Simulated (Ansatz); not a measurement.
TiSe2 (a database entry that may be a prediction) was relaxed with 3 functionals in Ansatz, cell and atoms free, the symmetry of the start kept (meshes: PBE-D3(BJ) 12×12×4, r2SCAN+rVV10 12×12×4, PBE-D4 12×12×4). No spin polarisation and no zero-point or thermal motion.

The PBE-D3(BJ) result:
```cif
data_structure
_symmetry_space_group_name_H-M 'P-3m1'
_symmetry_Int_Tables_number 164
_cell_length_a 3.4829
_cell_length_b 3.4829
_cell_length_c 5.8480
_cell_angle_alpha 90.000
_cell_angle_beta 90.000
_cell_angle_gamma 120.000
_cell_volume 61.44
loop_
_atom_site_label
_atom_site_type_symbol
_atom_site_symmetry_multiplicity
_atom_site_Wyckoff_symbol
_atom_site_fract_x
_atom_site_fract_y
_atom_site_fract_z
_atom_site_occupancy
Ti1 Ti 1 a 0.00000 0.00000 0.00000 1
Se1 Se 2 d 0.33333 0.66667 0.26536 1
```

The symmetry is P-3m1 (No. 164, trigonal); a = 3.483 Å, c = 5.848 Å in the conventional setting, 20.48 Å³ an atom. Ti is surrounded by 6 Se at 2.54 Å; Se is surrounded by 3 Ti at 2.54 Å.

**Question.** Order the functionals by the relaxed volume, smallest first.
A. r2SCAN+rVV10
B. PBE-D4
C. PBE-D3(BJ)

**Answer.** C (20.48 Å³/atom), B (20.99 Å³/atom), A (22.06 Å³/atom).

**Question.** How does the cell change with r2SCAN+rVV10?

**Answer.** a = 3.542 Å, c = 6.092 Å; the volume differs by +7.7 % from PBE-D3(BJ)'s. Ti is surrounded by 6 Se at 2.55 Å; Se is surrounded by 3 Ti at 2.55 Å.

**Question.** What lattice does PBE-D4 give?

**Answer.** a = 3.504 Å, c = 5.921 Å; the volume differs by +2.5 % from PBE-D3(BJ)'s. Ti has 6 Se at 2.55 Å; Se has 3 Ti at 2.55 Å.

**Question.** How do the relaxed cells compare with measured ones?

**Answer.**
Comparison with experiment:
- Lattice constant a, measured 3.5395 Å: PBE-D3(BJ) 3.483 (-1.6 %), r2SCAN+rVV10 3.542 (+0.1 %), PBE-D4 3.504 (-1.0 %). Source: 3.5395 ± 0.0003 Å (a, high-temperature phase; 300 K; synchrotron single-crystal XRD; “Effect of Cu intercalation and pressure on excitonic interaction in 1T-TiSe2”, 2019, arxiv:1902.02046).
- Lattice constant c, measured 6.0082 Å: PBE-D3(BJ) 5.848 (-2.7 %), r2SCAN+rVV10 6.092 (+1.4 %), PBE-D4 5.921 (-1.4 %). Source: 6.0082 ± 0.0004 Å (c, high-temperature phase; 300 K; synchrotron single-crystal XRD; “Effect of Cu intercalation and pressure on excitonic interaction in 1T-TiSe2”, 2019, arxiv:1902.02046).
The calculated lattice is static; the measured one holds thermal expansion and zero-point motion. Reports marked as nanostructured, strained, doped, implanted or mixed samples, and transport gaps, were set aside.

The cell is metallic with PBE-D3(BJ), r2SCAN+rVV10, PBE-D4, and these meshes limit the relaxed cells of a metal.

The runs are scalar-relativistic, without spin-orbit coupling.
